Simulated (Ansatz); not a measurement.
The system is I.

```xyz
1
Lattice="0.0000 2.3656 3.9098 2.1922 0.0000 3.9098 2.1922 2.3656 0.0000" Properties=species:S:1:pos:R:3 pbc="T T T"
I     0.0000    0.0000    0.0000
```

* Program: Ansatz 0.2.0
* Task: relaxation of cell and atoms
* Functional: BLYP
* Dispersion: D4
* Potentials or basis: Ansatz PAW
* Cutoff: 420 eV (not typed: the program's choice for these potentials)
* k mesh: 9 × 9 × 9
* Occupations: fermi-dirac, width 0.05 eV
* Spin: no spin polarisation

At the start: volume 40.55 Å³/atom.

Question: Where does the relaxation end?

Answer: It ends after 8 steps and the volume is 38.43 Å³/atom (-5.2 %); space group I4/mmm (No. 139, to 0.05 Å).

Step by step:
```csv
step,energy change (eV),largest force (eV/Å),volume (Å³)
1,0.0000,0.0000,40.55
2,-0.0108,0.0000,39.91
3,-0.0156,0.0000,38.16
4,-0.0169,0.0000,38.30
5,-0.0172,0.0000,38.41
6,-0.0172,0.0000,38.41
7,-0.0172,0.0000,38.43
8,-0.0170,0.0000,38.43
```

Final structure:
```
I
1.0
     0.00000    2.29903    3.63753
     2.29743    0.00000    3.63753
     2.29743    2.29903    0.00000
I
1
Direct
  0.00000 0.00000 0.00000
```

Caveat: the plane-wave basis is chosen anew once the cell has moved, so the energies of steps on either side of that aren't comparable; the PAW data sets come from PBE, with cores solved anew for the run's functional, which leaves a small shift of forces and pressure.
